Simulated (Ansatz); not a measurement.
# HfC (Imm2) in Ansatz: notebook

Aim: see how the results for HfC move with the level of theory and the settings. Levels: PBE, PBE+D3(BJ). Tasks: single point, relaxation of cell and atoms.

All numbers are computed with Ansatz 0.2.0; they aren't measurements. Logs are shortened: lines on timing, memory, paths and dates and some standing lists are left out, and cuts for length are marked.

### Step 1. Starting point

The structure is orthorhombic, space group Imm2 (No. 44). Conventional cell: a = 2.793 Å, b = 4.994 Å, c = 3.695 Å, α = 90.00°, β = 90.00°, γ = 90.00°. Hf (site symmetry mm2) is surrounded by 2 C at 1.80 Å. C (site symmetry mm2) has 2 Hf at 1.80 Å as nearest neighbours.

The cell was built by a generator and needn't be a form met in nature.

### Step 2. Single point, PBE

The input, input.yaml:

```yaml
crystal:
  lattice:
    - [-1.39667323, 2.49718051, 1.84733673]
    - [1.39667323, -2.49718051, 1.84733673]
    - [1.39667323, 2.49718051, -1.84733673]
  atoms:
    - { symbol: Hf, position: [0.98471183, 0.98471183, 0.0] }
    - { symbol: C, position: [0.67945483, 0.17945483, 0.5] }
hamiltonian:
  xc: pbe
  pseudopotentials: { kind: paw }
kpoints:
  mp_grid: { grid: [12, 12, 12] }
scf:
  occupations: { method: gaussian, width: 0.025 }
output:
  forces: true
  stress: true
  eigenvalues: true
  write_density: true
  write_potential: true
  elf: true
  volumetric_format: npy
```

Potentials or basis: Ansatz PAW.

Started as:

```
$ ansatz run input.yaml --threads 2 --pin off --max-ram 5632MiB --backend cpu --events-out ev --progress --plain --runs-dir out
```

The log of the run:

```text
Warning: RAYON_NUM_THREADS=2 ignored (pool sized by the plan → 2); use --threads N
Engine: ansatz 0.2.0, x86_64-unknown-linux-gnu
Pseudopotentials: kind: paw
Pseudopotential: Hf, paw, valence charge 26, recommended cutoff 420 eV (normal), Hf.paw.azcp
Pseudopotential: C, paw, valence charge 4, recommended cutoff 420 eV (normal), C.paw.azcp
Functional definition: PBE
  parameter kappa = 0.804
  parameter beta = 0.06672455060314922
  exchange = pbe_x(kappa = kappa, mu = beta*pi^2/3)
  correlation = pbe_c(beta = beta)
Crystal: 2 atoms, lattice volume = 25.772 Å³
Basis set: ecut = 420 eV, 515 PW (Γ), exchange–correlation on 48×48×48 points (8 copies of the dense FFT grid, shifted against one another)
Bands: 19, of which v1, the nominal top of the filled ones, is band 15 counted from 1 (14 counted from 0)
Symmetry: 4 space group operations
Space group: Imm2 (ITA 44), of the structure as read, at distance tolerance 3.0e-5 Å
k-points: 280 of 1728 (time reversal used)
Non-local potential: Hf, projectors of the file, l = 0: 3, l = 1: 2, l = 2: 2, l = 3: 3
Non-local potential: C, projectors of the file, l = 0: 2, l = 1: 2, l = 2: 1
PAW form: soft (Blöchl's): semilocal exchange-correlation on the pseudo side does not see the compensation charge
PAW one-centre angular grid: Hf, 590 points (default); XC on 64 Gauss nodes
PAW one-centre angular grid: C, 110 points (default); XC on 64 Gauss nodes
Initial density: superposition of atomic densities (neutral atoms: chi_scale 0, normalization atom), corrected by the library's trained network
Initial wavefunctions: pseudopotential atomic-orbital guess
Functional: x = pbe(κ = 0.804, μ = 0.2195149727645171), c = pbe(β = 0.06672455060314922)
SCF iter   1: F=—  HF=-15969.772542 eV  |F-HF|=—  |Δ(HF+E_count)|=         —  Δρ=1.03e-2  dr2=2.22e-2  ethr=1.77e-3  ⟨swp⟩=5.5  Hψ=23214  notcnv=0
preconditioner: auto → none  [insulator: Δε(μ)=0.450 eV  Ē_g=17.786 eV  σ=0.025 eV  W_gap=1.00  n_scr=10 (ndim 8)  ℏωp=38.7 eV  f_vac=0.000  D(μ)=0.00/eV (n_scr^D=0)  ε∞_Penn≈5.7]
SCF iter   2: F=—  HF=-15969.766896 eV  |F-HF|=—  |Δ(HF+E_count)|=   5.65e-3  Δρ=4.02e-3  dr2=2.56e-3  ethr=7.40e-5  ⟨swp⟩=2.0  Hψ=9772  notcnv=0
SCF iter   3: F=—  HF=-15969.766810 eV  |F-HF|=—  |Δ(HF+E_count)|=   8.68e-5  Δρ=6.59e-4  dr2=3.39e-5  ethr=8.53e-6  ⟨swp⟩=2.2  Hψ=9834  notcnv=0
SCF iter   4: F=—  HF=-15969.766858 eV  |F-HF|=—  |Δ(HF+E_count)|=   4.87e-5  Δρ=1.14e-4  dr2=2.13e-6  ethr=1.13e-7  ⟨swp⟩=2.0  Hψ=9266  notcnv=0
SCF iter   5: F=—  HF=-15969.766859 eV  |F-HF|=—  |Δ(HF+E_count)|=   4.80e-7  Δρ=3.41e-5  dr2=1.74e-7  ethr=7.11e-9  ⟨swp⟩=2.0  Hψ=9520  notcnv=0
SCF iter   6: F=-15969.766859 eV  HF=-15969.766859 eV  |F-HF|=2.09e-8  |Δ(HF+E_count)|=   3.02e-8  Δρ=9.66e-6  dr2=1.21e-8  ethr=3.33e-10  ⟨swp⟩=9.1  Hψ=41194  notcnv=0
SCF 1 converged in 6 iterations: F = -15969.766859 eV  dr2 = 1.21e-8
  Residual-converged pass: ⟨swp⟩=1.0  Hψ=6441  notcnv=0  max |occ|·‖R‖ = 7.0e-9 eV (tolerance 1.0e-8 eV)  dr2=1.21e-8  dr2_onsite=2.13e-8  max |Δocc| = 4.9e-38
SCF converged after 6 iterations
Free energy (F): -15969.766859 eV
Harris-Foulkes:  -15969.766859 eV  (|F-HF|=2.09e-8)
Internal energy: -15969.766859 eV  (E = F + TS)
E sigma→0 (E₀):  -15969.766859 eV
Fermi energy:    19.841989 eV
--- Per-component energies (eV) ---
  E_band       = 97.074104
  E_kinetic    = 531.906992
  E_local      = -5358.166758  (includes V_loc(G=0)·N_el)
  E_nonlocal   = -1212.166735
  E_hartree    = 2532.178462
  E_xc         = -353.910284
  E_vxc        = -333.287784  (∫ρ·V_xc dr)
  E_paw        = -7032.267756  (= ΣΔE_a)
  E_vpaw       = 1404.425186  (= ΣTr[D̂ρ^β])
  E_aug_tail   = 0.000005  (compensation charges beyond the density's cutoff)
  E_ewald      = -5077.340785
  E_smearing   = -0.000000  (= −TS)
  E_closure    = 0.000000  (closes the sum)
  Σ components = -15969.766859   (vs F -15969.766859, Δ=0.00e0)
--- Forces (eV/Å), atoms counted from 1 ---
  atom   1  Hf     0.00000000     0.00000000    11.48437559
  atom   2  C      0.00000000     0.00000000   -11.48423765
  max |Σ_I F_I| component: 1.38e-4 eV/Å
--- Stress (GPa, compression-positive) ---
      167.103566       0.000000       0.000000
        0.000000     -23.746532       0.000000
        0.000000       0.000000      56.879470
  P = ⅓ Tr σ = 66.7455 GPa (667.455 kbar)
--- Band table (eV; the first three rows and the last of 280) ---
  k-point 0: bands = ["-41.4143", "-10.3132", "-10.0886", "-9.7850", "7.4984", "8.6686", "8.7217", "8.7381", "8.7875", "8.8161", "8.8735", "8.9351", "15.4690", "16.4917", "18.3544", "21.5897", "23.4701", "24.7292", "26.0093"]
  k-point 1: bands = ["-41.4055", "-10.3134", "-10.0933", "-9.9083", "7.6819", "8.6745", "8.7204", "8.7406", "8.7871", "8.8113", "8.8587", "8.9961", "15.6217", "16.5788", "18.1474", "21.4441", "22.6374", "25.0923", "26.2526"]
  k-point 2: bands = ["-41.3812", "-10.3702", "-10.1922", "-10.0890", "8.0926", "8.6893", "8.7187", "8.7485", "8.7826", "8.8017", "8.8235", "9.2492", "15.6659", "16.8901", "18.0146", "21.1444", "21.4573", "24.4721", "26.5632"]
  k-point 279: bands = ["-41.3795", "-10.5742", "-10.5477", "-9.8797", "8.3377", "8.7208", "8.7486", "8.7526", "8.7791", "8.7826", "8.8432", "9.9300", "14.5158", "16.3285", "18.8271", "22.8323", "25.2711", "26.3518", "26.5253"]
```

Wall time 9.9 s (2 threads of Intel Xeon at 2.70GHz, shared host); peak memory 0.47 GiB.

Results:

```
Free energy            : -15969.7669 eV
Pressure               : 66.7 GPa
Largest force          : 11.484 eV/Å
Band gap on the k mesh : 0.38 eV, indirect (least direct gap 0.87 eV)
```

Forces on the atoms (eV/Å):
```
Hf    0.000   0.000  11.484
C     0.000   0.000 -11.484
```

Caveat: a pressure of tens of GPa on the cell as given is suspect, and the run, the potentials or the cell itself is likely at fault; the pressure holds a Pulay correction of +0.4 GPa for the finite cutoff; spin-orbit coupling is left out, which moves the levels of the heavy elements; forces of over 1 eV/Å show positions far from the minimum, so gaps and moduli don't describe the material at rest.

### Step 3. Single point, PBE

input.yaml: that of step 2 with these lines changed.

```diff
@@ -14,3 +14,3 @@
 scf:
-  occupations: { method: gaussian, width: 0.025 }
+  occupations: { method: gaussian, width: 0.026 }
 output:
@@ -19,5 +19 @@
   eigenvalues: true
-  write_density: true
-  write_potential: true
-  elf: true
-  volumetric_format: npy
```

Potentials or basis: Ansatz PAW.

Started as:

```
$ ansatz run input.yaml --threads 2 --pin off --max-ram 5632MiB --backend cpu --events-out ev --progress --plain --runs-dir out
```

Wall time 10 s (2 threads of Intel Xeon at 2.70GHz, shared host); peak memory 0.46 GiB.

The run converged. Its results:

| Quantity | Value |
| --- | --- |
| Free energy | -15969.7669 eV |
| Pressure | 66.7 GPa |
| Largest force | 11.484 eV/Å |
| Band gap on the k mesh | 0.38 eV, indirect (least direct gap 0.87 eV) |

Forces in eV/Å, atoms in the order of the input:
```
Hf    0.000   0.000  11.484
C     0.000   0.000 -11.484
```

Stress tensor (GPa, compression positive):
```
167.10   0.00   0.00
  0.00 -23.75   0.00
  0.00   0.00  56.88
```

Levels at points of the mesh, in eV from the valence-band top:
```
              k point  band 11  band 12  band 13  band 14  band 15  band 16  band 17  band 18  band 19
   (0.00, 0.00, 0.00)   -10.78   -10.72    -4.18    -3.16    -1.30     1.94     3.82     5.08     6.36
  (0.00, 0.00, -0.50)   -10.81    -8.20    -5.68    -2.57    -2.41     3.25     4.72     5.01     6.52
  (0.00, -0.50, 0.00)   -10.82    -9.50    -4.05    -1.66    -0.09     2.09     4.10     5.22     5.70
 (0.00, -0.50, -0.50)   -10.78    -9.23    -5.80    -3.96    -1.91     3.03     4.50     5.52     6.73
(-0.50, -0.50, -0.50)   -10.81    -9.72    -5.14    -3.32    -0.82     3.18     5.62     6.70     6.87
```

Caveat: a pressure of tens of GPa on the cell as given is suspect, and the run, the potentials or the cell itself is likely at fault; the pressure holds a Pulay correction of +0.4 GPa for the finite cutoff; spin-orbit coupling is left out, which moves the levels of the heavy elements; forces of over 1 eV/Å show positions far from the minimum, so gaps and moduli don't describe the material at rest.

### Step 4. Single point, PBE

input.yaml: that of step 3 with these lines changed.

```diff
@@ -14,3 +14,3 @@
 scf:
-  occupations: { method: gaussian, width: 0.026 }
+  occupations: { method: gaussian, width: 0.027 }
 output:
```

Started as:

```
$ ansatz run input.yaml --threads 2 --pin off --max-ram 5632MiB --backend cpu --events-out ev --progress --plain --runs-dir out
```

Wall time 8.8 s (2 threads of Intel Xeon at 2.70GHz, shared host); peak memory 0.46 GiB.

The run converged. Its results:

```
Free energy            : -15969.7669 eV
Pressure               : 66.7 GPa
Largest force          : 11.484 eV/Å
Band gap on the k mesh : 0.38 eV, indirect (least direct gap 0.87 eV)
```

Forces on the atoms (eV/Å):
```
Hf    0.000   0.000  11.484
C     0.000   0.000 -11.484
```

Stress tensor (GPa, compression positive):
```
167.10   0.00   0.00
  0.00 -23.75   0.00
  0.00   0.00  56.88
```

Levels at points of the mesh, in eV from the valence-band top:
```tsv
k point	band 13	band 14	band 15	band 16	band 17	band 18
(0.00, 0.00, 0.00)	-4.18	-3.16	-1.30	1.94	3.82	5.08
(0.00, 0.00, -0.50)	-5.68	-2.57	-2.41	3.25	4.72	5.01
(0.00, -0.50, 0.00)	-4.05	-1.66	-0.09	2.09	4.10	5.22
(0.00, -0.50, -0.50)	-5.80	-3.96	-1.91	3.03	4.50	5.52
(-0.50, -0.50, -0.50)	-5.14	-3.32	-0.82	3.18	5.62	6.70
```

Caveat: a pressure of tens of GPa on the cell as given is suspect, and the run, the potentials or the cell itself is likely at fault; the pressure holds a Pulay correction of +0.4 GPa for the finite cutoff; spin-orbit coupling is left out, which moves the levels of the heavy elements; forces of over 1 eV/Å show positions far from the minimum, so gaps and moduli don't describe the material at rest. A k mesh can miss the band edges.

### Step 5. Single point, PBE

input.yaml: that of step 4 with these lines changed.

```diff
@@ -14,3 +14,3 @@
 scf:
-  occupations: { method: gaussian, width: 0.027 }
+  occupations: { method: gaussian, width: 0.028 }
 output:
@@ -19 +19,5 @@
   eigenvalues: true
+  write_density: true
+  write_potential: true
+  elf: true
+  volumetric_format: npy
```

Potentials or basis: Ansatz PAW.

Started as:

```
$ ansatz run input.yaml --threads 2 --pin off --max-ram 5632MiB --backend cpu --events-out ev --progress --plain --runs-dir out
```

The log of the run:

```text
Warning: RAYON_NUM_THREADS=2 ignored (pool sized by the plan → 2); use --threads N
[... 9 set-up lines as earlier in the session ...]
Crystal: 2 atoms, lattice volume = 25.772 Å³
Basis set: ecut = 420 eV, 515 PW (Γ), exchange–correlation on 48×48×48 points (8 copies of the dense FFT grid, shifted against one another)
Bands: 19, of which v1, the nominal top of the filled ones, is band 15 counted from 1 (14 counted from 0)
[... 34 lines left out ...]
  E_vxc        = -333.287783  (∫ρ·V_xc dr)
  E_paw        = -7032.267752  (= ΣΔE_a)
  E_vpaw       = 1404.425184  (= ΣTr[D̂ρ^β])
  E_aug_tail   = 0.000005  (compensation charges beyond the density's cutoff)
  E_ewald      = -5077.340785
  E_smearing   = -0.000000  (= −TS)
  E_closure    = -0.000000  (closes the sum)
  Σ components = -15969.766859   (vs F -15969.766859, Δ=0.00e0)
--- Forces (eV/Å), atoms counted from 1 ---
  atom   1  Hf     0.00000000     0.00000000    11.48437784
  atom   2  C      0.00000000     0.00000000   -11.48423805
  max |Σ_I F_I| component: 1.40e-4 eV/Å
--- Stress (GPa, compression-positive) ---
      167.103565       0.000000       0.000000
        0.000000     -23.746536       0.000000
        0.000000       0.000000      56.879469
  P = ⅓ Tr σ = 66.7455 GPa (667.455 kbar)
--- Band table (eV; the first three rows and the last of 280) ---
  k-point 0: bands = ["-41.4143", "-10.3132", "-10.0886", "-9.7850", "7.4984", "8.6686", "8.7217", "8.7381", "8.7875", "8.8161", "8.8735", "8.9351", "15.4690", "16.4917", "18.3544", "21.5897", "23.4701", "24.7292", "26.0093"]
  k-point 1: bands = ["-41.4055", "-10.3134", "-10.0933", "-9.9083", "7.6819", "8.6745", "8.7204", "8.7406", "8.7871", "8.8113", "8.8587", "8.9961", "15.6217", "16.5788", "18.1474", "21.4441", "22.6374", "25.0923", "26.2526"]
  k-point 2: bands = ["-41.3812", "-10.3702", "-10.1922", "-10.0890", "8.0926", "8.6893", "8.7187", "8.7485", "8.7826", "8.8017", "8.8235", "9.2492", "15.6659", "16.8901", "18.0146", "21.1444", "21.4573", "24.4721", "26.5632"]
  k-point 279: bands = ["-41.3795", "-10.5742", "-10.5477", "-9.8797", "8.3377", "8.7208", "8.7486", "8.7526", "8.7791", "8.7826", "8.8432", "9.9300", "14.5158", "16.3285", "18.8271", "22.8323", "25.2711", "26.3518", "26.5253"]
```

v_z.tsv:

```text
# z_ang	v_es[eV]	v_tot[eV]
# format = ansatz-planar-average/11
# xc	pbe
# density_cutoff_ev	1680
# datasets	Hf=:simpson_from_first_knot:soft	C=:simpson_from_first_knot:soft
# lattice	-1.396673230	2.497180510	1.847336730
# lattice	1.396673230	-2.497180510	1.847336730
# lattice	1.396673230	2.497180510	-1.847336730
# sites	2
# site	72	0.000000000	0.000000000	3.638188664
# site	6	0.000000000	2.497180510	0.663026998
0.000000	9.023559e0	-4.277489e0
0.141907	9.115338e0	-4.116695e0
0.283814	9.395095e0	-3.644143e0
0.425721	9.874608e0	-2.885696e0
0.567628	1.055229e1	-1.900763e0
0.709535	1.137664e1	-8.021585e-1
[... 16 lines left out ...]
3.121955	9.395095e0	-3.644143e0
3.263862	9.115338e0	-4.116695e0
```

It took 9.1 s on 2 threads of Intel Xeon at 2.70GHz, shared host; peak memory 0.47 GiB.

What came out:

* Free energy: -15969.7669 eV
* Pressure: 66.7 GPa
* Largest force: 11.484 eV/Å
* Band gap on the k mesh: 0.38 eV, indirect (least direct gap 0.87 eV)

Forces on the atoms (eV/Å):
```
Hf    0.000   0.000  11.484
C     0.000   0.000 -11.484
```

Stress tensor (GPa, compression positive):
```
167.10   0.00   0.00
  0.00 -23.75   0.00
  0.00   0.00  56.88
```

Levels at points of the mesh, in eV from the valence-band top:
```csv
k point,band 11,band 12,band 13,band 14,band 15,band 16,band 17,band 18,band 19
"(0.00, 0.00, 0.00)",-10.78,-10.72,-4.18,-3.16,-1.30,1.94,3.82,5.08,6.36
"(0.00, 0.00, -0.50)",-10.81,-8.20,-5.68,-2.57,-2.41,3.25,4.72,5.01,6.52
"(0.00, -0.50, 0.00)",-10.82,-9.50,-4.05,-1.66,-0.09,2.09,4.10,5.22,5.70
"(0.00, -0.50, -0.50)",-10.78,-9.23,-5.80,-3.96,-1.91,3.03,4.50,5.52,6.73
"(-0.50, -0.50, -0.50)",-10.81,-9.72,-5.14,-3.32,-0.82,3.18,5.62,6.70,6.87
```

Caveat: a pressure of tens of GPa on the cell as given is suspect, and the run, the potentials or the cell itself is likely at fault; the pressure holds a Pulay correction of +0.4 GPa for the finite cutoff; spin-orbit coupling is left out, which moves the levels of the heavy elements; forces of over 1 eV/Å show positions far from the minimum, so gaps and moduli don't describe the material at rest.

(Part 1 of 2 ends here.)
